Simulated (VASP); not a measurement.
# SnO2 (Cassiterite) (P4_2/mnm) in VASP: further runs, part 2 of 2

VASP 6.6.1.

## 3. Relaxation of cell and atoms, PBE

INCAR reads:

```
ALGO = Normal
EDIFF = 1E-7
EDIFFG = -0.005
ENCUT = 580
GGA = PE
IBRION = 2
ISIF = 3
ISMEAR = -1
LASPH = True
LCHARG = False
LREAL = False
LWAVE = False
NELM = 100
NSW = 60
PREC = Accurate
SIGMA = 0.05
```

KPOINTS reads:

```
k-points
0
Gamma
  6 6 8
```

POSCAR reads:

```
SnO2
1.0
    4.7380000000      0.0000000000      0.0000000000
    0.0000000000      4.7380000000      0.0000000000
    0.0000000000      0.0000000000      3.1865000000
Sn O
2 4
Direct
    0.5000000000      0.5000000000      0.5000000000
    0.0000000000      0.0000000000      0.0000000000
    0.8071000000      0.1929000000      0.5000000000
    0.6929000000      0.6929000000      0.0000000000
    0.1929000000      0.8071000000      0.5000000000
    0.3071000000      0.3071000000      0.0000000000
```

Potentials or basis: VASP PAW PBE potentials, release 54 (Sn, O).

Launch:

```sh
> cat potpaw_PBE.54/Sn/POTCAR potpaw_PBE.54/O/POTCAR > POTCAR
> mpirun -np 1 vasp_std > vasp.out
```

OUTCAR:

```text
EDIFF = 1E-7
   EDIFFG = -0.005
   ENCUT = 580
   GGA = PE
   IBRION = 2
   ISIF = 3
   ISMEAR = -1
   LASPH = True
   LREAL = False
   NELM = 100
   NSW = 60
   PREC = Accurate

 ion  position               nearest neighbor table
   1  0.500  0.500  0.500-   4 2.05   6 2.05   4 2.05   6 2.05   5 2.06   3 2.06   2 3.71   2 3.71
                             2 3.71   2 3.71   2 3.71   2 3.71   2 3.71   2 3.71
   2  0.000  0.000  0.000-   3 2.05   5 2.05   3 2.05   5 2.05   4 2.06   6 2.06   1 3.71   1 3.71
                             1 3.71   1 3.71   1 3.71   1 3.71   1 3.71   1 3.71
   3  0.807  0.193  0.500-   2 2.05   2 2.05   1 2.06
   4  0.693  0.693  0.000-   1 2.05   1 2.05   2 2.06
   5  0.193  0.807  0.500-   2 2.05   2 2.05   1 2.06
   6  0.307  0.307  0.000-   1 2.05   1 2.05   2 2.06

  LATTYP: Found a simple tetragonal cell.
 ALAT       =     4.7380000000
 C/A-ratio  =     0.6725411566

  Lattice vectors:

 A1 = (   4.7380000000,   0.0000000000,   0.0000000000)
 A2 = (   0.0000000000,   4.7380000000,   0.0000000000)
 A3 = (   0.0000000000,   0.0000000000,   3.1865000000)

Analysis of symmetry for initial positions (statically):
=====================================================================
 Subroutine PRICEL returns:
 Original cell was already a primitive cell.

 Routine SETGRP: Setting up the symmetry group for a
 simple tetragonal supercell.

 Subroutine GETGRP returns: Found 16 space group operations
 (whereof  8 operations were pure point group operations)
 out of a pool of 16 trial point group operations.

The static configuration has the point symmetry D_2h.
 The point group associated with its full space group is D_4h.

Analysis of symmetry for dynamics (positions and initial velocities):
=====================================================================
 Subroutine PRICEL returns:
 Original cell was already a primitive cell.
[... 153 lines left out ...]
 NGX is ok and might be reduce to    40
   NGX = 19   NGY = 19   NGZ = 13

--------------------------------------- Ionic step        1  -------------------------------------------

 number of electron      31.9999987 magnetization

 Free energy of the ion-electron system (eV)
  ---------------------------------------------------
  ext. energy  EPLUGINS =         0.00000000
  ---------------------------------------------------
  free energy    TOTEN  =       -37.41221856 eV

  energy without entropy =      -37.41221852  energy(sigma->0) =      -37.41221854

------------------------ aborting loop because EDIFF is reached ----------------------------------------

  FORCE on cell =-STRESS in cart. coord.  units (eV):
  Direction    XX          YY          ZZ          XY          YZ          ZX
  --------------------------------------------------------------------------------------
  -------------------------------------------------------------------------------------
  Total        4.7138462      4.7138462      6.0757050     -0.0000000      0.0000000      0.0000000
  in kB      105.5800719    105.5800719    136.0827968     -0.0000000      0.0000000      0.0000000
  external PRESSURE =     115.7476469 kB  Pullay stress =       0.0000000 kB
[... 101 lines left out ...]
  FREE ENERGIE OF THE ION-ELECTRON SYSTEM (eV)
  ---------------------------------------------------
  free  energy   TOTEN  =       -37.5468164075 eV

  energy  without entropy=      -37.5468024376  energy(sigma->0) =      -37.54680942

[... ionic steps 4 to 8 ...]

--------------------------------------- Ionic step        9  -------------------------------------------

 number of electron      32.0000000 magnetization

------------------------ aborting loop because EDIFF is reached ----------------------------------------
[... 75 lines left out ...]
--------------------------------------- Ionic step       11  -------------------------------------------

 number of electron      32.0000000 magnetization

 Free energy of the ion-electron system (eV)
  ---------------------------------------------------
  ext. energy  EPLUGINS =         0.00000000
  ---------------------------------------------------
  free energy    TOTEN  =       -37.54899259 eV

  energy without entropy =      -37.54898047  energy(sigma->0) =      -37.54898653

 E-fermi :   3.9965     XC(G=0): -10.8856

 val. band max:        3.6629262771   @ k =   0.0000   0.0000   0.0000
 cond. band min:       4.3032027369   @ k =   0.0000   0.0000   0.0000
 fundamental gap:      0.6402764598
 Fermi energy:         3.9964927631

 k-point     1 :       0.0000    0.0000    0.0000
  band No.  band energies     occupation
      1     -15.1272      2.00000
      2     -13.2967      2.00000
      3     -13.2967      2.00000
      4     -12.6857      2.00000
      5      -4.3939      2.00000
      6      -0.2614      2.00000
[... 541 lines left out ...]
     19      12.0367      0.00000
     20      12.0367      0.00000

 [... further k-points ...]
[... 5 lines left out ...]
  --------------------------------------------------------------------------------------
  -------------------------------------------------------------------------------------
  Total        0.0071297      0.0071297      0.0113041     -0.0000000      0.0000000      0.0000000
  in kB        0.1512884      0.1512884      0.2398676     -0.0000000      0.0000000      0.0000000
  external PRESSURE =       0.1808148 kB  Pullay stress =       0.0000000 kB
[... 21 lines left out ...]
  FREE ENERGIE OF THE ION-ELECTRON SYSTEM (eV)
  ---------------------------------------------------
  free  energy   TOTEN  =       -37.5489925853 eV

  energy  without entropy=      -37.5489804743  energy(sigma->0) =      -37.54898653

 reached required accuracy - stopping structural energy minimisation
```

OSZICAR:

```text
N       E                     dE             d eps       ncg     rms          rms(c)
DAV:   1     0.192924139577E+03    0.19292E+03   -0.17815E+04  2000   0.160E+03
DAV:   2    -0.331014887599E+02   -0.22603E+03   -0.21760E+03  2768   0.319E+02
DAV:   3    -0.439933943089E+02   -0.10892E+02   -0.10804E+02  2396   0.756E+01
DAV:   4    -0.441158836361E+02   -0.12249E+00   -0.12219E+00  2348   0.859E+00
[... 89 lines left out ...]
DAV:   1    -0.375490061673E+02   -0.18017E-04   -0.46813E-04  2000   0.190E-01    0.264E-02
DAV:   2    -0.375489938652E+02    0.12302E-04   -0.45039E-05  2084   0.494E-02    0.624E-03
DAV:   3    -0.375489931984E+02    0.66680E-06   -0.12011E-06  2296   0.816E-03    0.340E-03
DAV:   4    -0.375489926257E+02    0.57276E-06   -0.23880E-07  1544   0.415E-03    0.475E-04
DAV:   5    -0.375489925853E+02    0.40329E-07   -0.31600E-08  1064   0.141E-03
  11 F= -.37548993E+02 E0= -.37548987E+02  d E =-.601264E-05
```

CONTCAR:

```text
SnO2
   1.00000000000000
     4.8292826179797652    0.0000000000000000    0.0000000000000000
     0.0000000000000000    4.8292826179797652    0.0000000000000000
     0.0000000000000000    0.0000000000000000    3.2375010885213484
  Sn              O
     2     4
Direct
     0.5000000000000000    0.5000000000000000    0.5000000000000000
     0.0000000000000000    0.0000000000000000    0.0000000000000000
     0.8065148576147673    0.1934851423852325    0.5000000000000000
     0.6934851423852327    0.6934851423852327    0.0000000000000000
     0.1934851423852325    0.8065148576147673    0.5000000000000000
     0.3065148576147675    0.3065148576147675    0.0000000000000000

  0.00000000E+00  0.00000000E+00  0.00000000E+00
  0.00000000E+00  0.00000000E+00  0.00000000E+00
  0.00000000E+00  0.00000000E+00  0.00000000E+00
  0.00000000E+00  0.00000000E+00  0.00000000E+00
  0.00000000E+00  0.00000000E+00  0.00000000E+00
  0.00000000E+00  0.00000000E+00  0.00000000E+00
```

Run time: 6.3 min. Hardware: 1 thread of AMD EPYC 7R13 (Zen 3), shared host; peak memory 0.22 GiB.

What came out:

* Free energy: -37.5490 eV
* Relaxed volume: 12.58 Å³/atom
* Relaxed cell: a = 4.829 Å, b = 4.829 Å, c = 3.238 Å, α = 90.00°, β = 90.00°, γ = 90.00°
* Space group after relaxing (to 0.05 Å): P4_2/mnm (No. 136)
* Energy gained by relaxing: 22.8 meV/atom
* Ionic steps: 11
* Pressure after relaxing: 0.0 GPa
* Band gap on the k mesh: 0.64 eV, direct

Step by step:
| step | energy change (eV) | largest force (eV/Å) | pressure (GPa) | volume (Å³) |
| --- | --- | --- | --- | --- |
| 1 | 0.0000 | 0.2919 | 11.57 | 71.53 |
| 2 | 0.0865 | 0.3820 | -11.21 | 80.82 |
| 3 | -0.1346 | 0.0637 | -0.01 | 75.37 |
| 4 | -0.1346 | 0.0577 | 0.19 | 75.29 |
| 5 | -0.1365 | 0.0007 | 0.08 | 75.44 |
| 6 | -0.1367 | 0.0227 | 0.03 | 75.50 |
| 7 | -0.1367 | 0.0211 | 0.03 | 75.50 |
| 8 | -0.1368 | 0.0025 | -0.04 | 75.53 |
| 9 | -0.1368 | 0.0005 | -0.06 | 75.53 |
| 10 | -0.1368 | 0.0014 | 0.06 | 75.49 |
| 11 | -0.1368 | 0.0010 | 0.02 | 75.50 |

Final structure:
```
CELL_PARAMETERS angstrom
4.82928 0.00000 0.00000
0.00000 4.82928 0.00000
0.00000 0.00000 3.23750
ATOMIC_POSITIONS crystal
Sn 0.50000 0.50000 0.50000
Sn 0.00000 0.00000 0.00000
O 0.80651 0.19349 0.50000
O 0.69349 0.69349 0.00000
O 0.19349 0.80651 0.50000
O 0.30651 0.30651 0.00000
```

Levels at points of the mesh, in eV from the valence-band top:
| k point | band 12 | band 13 | band 14 | band 15 | band 16 | band 17 | band 18 | band 19 | band 20 |
| --- | --- | --- | --- | --- | --- | --- | --- | --- | --- |
| (0.00, 0.00, 0.00) | -1.31 | -1.31 | -0.75 | -0.75 | 0.00 | 0.64 | 5.66 | 6.03 | 6.03 |
| (0.50, 0.00, 0.00) | -1.93 | -1.26 | -1.26 | -0.62 | -0.62 | 3.85 | 3.85 | 6.78 | 6.78 |
| (0.50, 0.50, 0.00) | -1.89 | -1.38 | -1.38 | -0.86 | -0.86 | 4.24 | 4.24 | 7.13 | 7.13 |
| (0.00, 0.00, 0.50) | -2.63 | -1.54 | -1.54 | -1.19 | -1.19 | 5.55 | 5.55 | 9.33 | 9.33 |
| (0.50, 0.00, 0.50) | -1.70 | -1.02 | -1.02 | -0.79 | -0.79 | 5.81 | 5.81 | 7.57 | 7.57 |
| (0.50, 0.50, 0.50) | -2.50 | -0.93 | -0.93 | -0.78 | -0.78 | 4.31 | 4.31 | 8.59 | 8.59 |

Caveat: spin-orbit coupling is left out, which moves the levels of the heavy elements. Zero-point motion and thermal expansion aren't in these numbers.

## 4. Single point, PBE

INCAR reads:

```
ALGO = Normal
EDIFF = 1E-6
ENCUT = 520
GGA = PE
ISIF = 2
ISMEAR = 0
LASPH = True
LCHARG = True
LELF = True
LREAL = False
LVHAR = True
LWAVE = False
NELM = 80
PREC = Accurate
SIGMA = 0.012
```

KPOINTS is that of step 3.

POSCAR is that of step 3.

Potentials or basis: VASP PAW PBE potentials, release 64 (Sn_d, O).

Launch:

```sh
> cat potpaw_PBE.64/Sn_d/POTCAR potpaw_PBE.64/O/POTCAR > POTCAR
> mpirun -np 1 vasp_std > vasp.out
```

Run time: 2 min. Hardware: 1 thread of AMD EPYC 7R43 (Zen 3), shared host; peak memory 0.18 GiB.

The run converged. Its results:

* Free energy: -37.1595 eV
* Pressure: 11.8 GPa
* Largest force: 0.294 eV/Å
* Band gap on the k mesh: 1.27 eV, direct

Forces on the atoms (eV/Å):
```
Sn   0.000  0.000  0.000
Sn   0.000  0.000  0.000
O   -0.208  0.208  0.000
O    0.208  0.208  0.000
O    0.208 -0.208  0.000
O   -0.208 -0.208  0.000
```

Stress tensor (GPa, compression positive):
```
10.71  0.00  0.00
 0.00 10.71  0.00
 0.00  0.00 14.01
```

Levels at points of the mesh, in eV from the valence-band top:
| k point | band 24 | band 25 | band 26 | band 27 | band 28 | band 29 |
| --- | --- | --- | --- | --- | --- | --- |
| (0.00, 0.00, 0.00) | -0.78 | -0.78 | 0.00 | 1.27 | 6.15 | 6.35 |
| (0.50, 0.00, 0.00) | -1.19 | -0.64 | -0.64 | 4.44 | 4.44 | 7.09 |
| (0.50, 0.50, 0.00) | -1.31 | -0.90 | -0.90 | 4.84 | 4.84 | 7.53 |
| (0.00, 0.00, 0.50) | -1.66 | -1.26 | -1.26 | 6.23 | 6.23 | 9.78 |
| (0.50, 0.00, 0.50) | -1.10 | -0.69 | -0.69 | 6.51 | 6.51 | 8.07 |
| (0.50, 0.50, 0.50) | -0.97 | -0.84 | -0.84 | 4.92 | 4.92 | 8.88 |

Caveat: spin-orbit coupling is left out, which moves the levels of the heavy elements.

## 5. Overview

```tsv
task	potentials or basis	cell	cutoff (eV)	smearing	gap on the mesh (eV)	pressure (GPa)	relaxed volume (Å³/atom)
relaxation of cell and atoms	VASP PAW PBE potentials, release 54 (Sn_d, O)	relaxed	600	fermi-dirac 0.05 eV	0.64	-0.1	12.61
relaxation of cell and atoms	VASP PAW PBE potentials, release 54 (Sn, O)	relaxed	580	fermi-dirac 0.05 eV	0.64	0.0	12.58
single point	VASP PAW PBE potentials, release 64 (Sn_d, O)	as given	520	gaussian 0.012 eV	1.27	11.8	-
```

Alike in all rows: level PBE; no spin polarisation; k mesh 6 × 6 × 8.

Caveats: spin-orbit coupling is left out, which moves the levels of the heavy elements.

Absolute energies hang on the potentials; compare differences alone.
